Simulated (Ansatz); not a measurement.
**Al₂Cu (Fm-3m), a vibration from a frozen displacement**

Level of theory: Ansatz, DFT PBEsol, scalar-relativistic, plane waves, PAW. Cutoff 420 eV, Γ-centred 16×16×16 k-points, Gaussian smearing of 0.15 eV. No spin polarisation. Energies are free energies at this smearing, counted from the undisturbed cell; pressure is positive in compression.

Zero of the scan (relaxed at this level; it needn't be the usual structure):

```xyz
3
Lattice="-2.0246 2.0246 2.8630 2.0246 -2.0246 2.8630 2.0246 2.0246 -2.8630" Properties=species:S:1:pos:R:3 pbc="T T T"
Al    0.0000    2.0246    1.4315
Al    2.0246    0.0000    1.4315
Cu    0.0000    0.0000    2.8630
```

Every Cu atom is moved by x along the Cartesian unit vector (0.000, -0.817, -0.577); the cell and all other atoms stay fixed. The cell's volume is 46.94 Å³; the moved atoms weigh 63.546 u together and the others 53.963 u. Some rows repeat others by symmetry and weren't run.

| x (Å) | ΔE (meV/cell) | total force on the moved atoms along the move (eV/Å) | pressure (GPa) |
| --- | --- | --- | --- |
| -0.1000 | 38.27 | 0.7725 | 0.4009 |
| -0.0875 | 29.24 | 0.6730 | 0.3119 |
| -0.0750 | 21.44 | 0.5747 | 0.2349 |
| -0.0500 | 9.50 | 0.3810 | 0.1167 |
| -0.0250 | 2.37 | 0.1898 | 0.0460 |
| 0.0000 | 0.00 | 0.0000 | 0.0224 |
| 0.0250 | 2.37 | -0.1898 | 0.0460 |
| 0.0500 | 9.50 | -0.3810 | 0.1167 |
| 0.0750 | 21.44 | -0.5747 | 0.2349 |
| 0.0875 | 29.24 | -0.6730 | 0.3119 |
| 0.1000 | 38.27 | -0.7725 | 0.4009 |

Question: What frequency belongs to this motion?

Answer: The force constant is k = −dF/dx = 7.593 eV/Å², from the parabola through x = -0.0250, 0 and 0.0250. In every cell the moved atoms swing against the rest, so the mass is μ = m₁m₂/(m₁ + m₂) = 29.182 u, and ν̃ = 521.5 cm⁻¹ × √(|k|/μ) = 266 cm⁻¹. To first order in x, and within 1 %, the force on every atom lies along the move and, within each of the two groups, in proportion to the atom's mass, so this is itself a mode at the zone centre of this cell.

Question: How far does the harmonic law reach?

Answer: At x = -0.100 Å, kx²/2 = 37.97 meV against the computed 38.27 meV (+0.8 %): the well is still close to harmonic there.

Question: The pressure changes with x². What does that say about the frequency under compression?

Answer: With E = k(V)x²/2, k ∝ V^(−2γ) and x scaling with the cell as V^(1/3), P − P0 = −∂E/∂V = (2γ − 2/3) ΔE/V. At x = 0.0500 Å, V(P − P0) = 46.94 × 0.09431 / 160.2 eV = 27.63 meV and ΔE = 9.50 meV, so γ = 1/3 + V(P − P0)/(2ΔE) = 1.79. This is the Grüneisen parameter of the motion under uniform scaling of the cell: shrinking the cell evenly by 1 % in volume raises the frequency by about 1.79 %.

In a metal these slopes depend on the k mesh and the smearing.